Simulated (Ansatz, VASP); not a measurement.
## One calculation of Si, two programs

```
CELL_PARAMETERS angstrom
0.00000 1.67000 1.67000
1.67000 0.00000 1.67000
1.67000 1.67000 0.00000
ATOMIC_POSITIONS crystal
Si 0.00000 0.00000 0.00000
```

This isn't the form of Si at room conditions, which is diamond.

Alike in both runs: task relaxation of cell and atoms; functional RPBE; k mesh 17 × 17 × 17; occupations fermi-dirac, width 0.15 eV; no spin polarisation.

|  | VASP | Ansatz |
| --- | --- | --- |
| version | VASP 6.6.1 | Ansatz 0.2.0 |
| potentials or method | VASP PAW PBE potentials, release 64 (Si) | plane waves, PAW |
| plane-wave cutoff (eV) | 600 | 450 |
| valence electrons in the cell | 4 | 4 |

```tsv
	VASP	Ansatz	Ansatz less VASP
relaxed volume (Å³/atom)	14.61	14.69	+0.085
relaxed cell length with the largest relative difference (Å)	2.744	2.749	+0.0053
energy change over the relaxation (meV/atom)	-1067	-1103	-36.1
```

Caveats: the volume moved by over 15 % at a fixed basis, so the end points are rough (VASP); the PAW data sets were made with another functional, which shifts forces and pressure a little (VASP); the volume moved by +57 % from the deposited cell, more than functionals usually miss. Zero-point motion and thermal expansion aren't in these numbers. RPBE and its kin give volumes clearly too large for solids.
